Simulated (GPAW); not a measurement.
Here is a GPAW 26.7.0 calculation.

Contents of run.py:

```python
from ase import Atoms
from ase.dft.bandgap import bandgap
from ase.io import write
from ase.units import GPa
from gpaw import GPAW, PW, setup_paths

setup_paths.insert(0, '.')

atoms = Atoms(['Ni', 'Ni', 'Ni', 'Ni', 'Si', 'Si', 'Si', 'Si'],
              cell=[[4.503694, 0.0, 0.0],
                    [0.0, 4.503694, 0.0],
                    [0.0, 0.0, 4.503694]],
              scaled_positions=[[0.149504, 0.149504, 0.149504],
                                [0.649504, 0.350496, 0.850496],
                                [0.850496, 0.649504, 0.350496],
                                [0.350496, 0.850496, 0.649504],
                                [0.84683, 0.84683, 0.84683],
                                [0.34683, 0.65317, 0.15317],
                                [0.15317, 0.34683, 0.65317],
                                [0.65317, 0.15317, 0.34683]],
              pbc=True)
atoms.set_initial_magnetic_moments([1.0, 1.0, 1.0, 1.0, 0.0, 0.0, 0.0, 0.0])

calc = GPAW(mode=PW(600),
            xc='PBEsol',
            kpts={'size': (6, 6, 6), 'gamma': True},
            occupations={'name': 'fermi-dirac', 'width': 0.05},
            nbands=68,
            convergence={'density': 1e-05, 'energy': 1e-05},
            maxiter=150,
            txt='gpaw.txt')
atoms.calc = calc
energy = atoms.get_potential_energy()
forces = atoms.get_forces()
stress = atoms.get_stress()
calc.write('gs.gpw')
write('result.traj', atoms)
print(f'Energy: {energy:.6f} eV')
print('Forces (eV/A):')
print(forces.round(4))
print('Stress (GPa):', (stress / GPa).round(3))
print('Moments:', calc.get_magnetic_moments().round(3))
print('Fermi level:', round(calc.get_fermi_level(), 4), 'eV')
print(f'Gap: {bandgap(calc)[0]:.4f} eV, direct: {bandgap(calc, direct=True)[0]:.4f} eV')
```

Potentials or basis: PAW data sets generated in the run's folder for this functional, pw.

Launch:

```console
$ gpaw-setup -f PBEsol Ni Si
$ OMP_NUM_THREADS=1 python run.py
```

What does it give for the largest force?

0.045 eV/Å.

Estimate the band gap on the k mesh.

none (metal or under the smearing width).

Forces in eV/Å, atoms in the order of the input:
```
Ni  -0.003 -0.003 -0.003
Ni  -0.003  0.003  0.003
Ni   0.003 -0.003  0.003
Ni   0.003  0.003 -0.003
Si  -0.026 -0.026 -0.026
Si  -0.026  0.026  0.026
Si   0.026 -0.026  0.026
Si   0.026  0.026 -0.026
```

Caveat: the stock nickel data set gives pressures a few GPa off other programs.
